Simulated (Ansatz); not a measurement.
# BP under compression and expansion

```xyz
2
Lattice="0.0000 2.2690 2.2690 2.2690 0.0000 2.2690 2.2690 2.2690 0.0000" Properties=species:S:1:pos:R:3 pbc="T T T"
B     0.0000    0.0000    0.0000
P     3.4035    3.4035    3.4035
```

Conventional cell: a = 4.538 Å, b = 4.538 Å, c = 4.538 Å, α = 90.00°, β = 90.00°, γ = 90.00°. B (atom 1) is surrounded by 4 P at 1.97 Å. Around P (atom 2) lie 4 B at 1.97 Å.

The geometry is COD entry 9008835, unchecked; take it as a test cell.

Levels of theory: DFT, LDA, all-electron LAPW, scalar-relativistic (Ansatz 0.2.0); DFT, LDA, PAW with Ansatz's default frozen-core files, scalar-relativistic (Ansatz 0.2.0).

For LAPW: a Γ-centred 15×15×15 k mesh, Fermi–Dirac smearing of 0.05 eV, basis error target 1 meV/atom, no spin polarisation. PAW takes a cutoff of 420 eV at this cell (files made with PBE, cores remade for this functional). The Ansatz runs share mesh, smearing and spin set-up. Plane-wave (PAW) pressures include the program's estimate of the Pulay term.

The cell above is scaled evenly, with fractional coordinates and shape held.

```
V/V(cell)  V (Å³/atom)  P, LAPW (GPa)  P, PAW (GPa)  gap on the k mesh, LAPW (eV)
   0.9400       10.981           5.61          5.63                          1.12
   0.9600       11.214           1.63          1.65                          1.14
   0.9800       11.448          -1.98         -1.96                          1.17
   0.9900       11.565          -3.65         -3.63                          1.18
   1.0000       11.682          -5.24         -5.23                          1.19
   1.0100       11.798          -6.76         -6.75                          1.20
   1.0200       11.915          -8.21         -8.19                          1.21
   1.0400       12.149         -10.89        -10.88                          1.23
   1.0600       12.383         -13.32        -13.31                          1.25
```

**Question.** What do Birch–Murnaghan fits to the pressures give?

**Answer.** LAPW: V0 = 11.32 Å³/atom, B0 = 176 GPa, B0′ = 3.8; PAW: V0 = 11.32 Å³/atom, B0 = 176 GPa, B0′ = 3.8.

PAW's V0 lies 0.01 % from the all-electron value and its B0 0.0 %. Symmetry fixes shape and coordinates here, so this is the relaxed modulus.
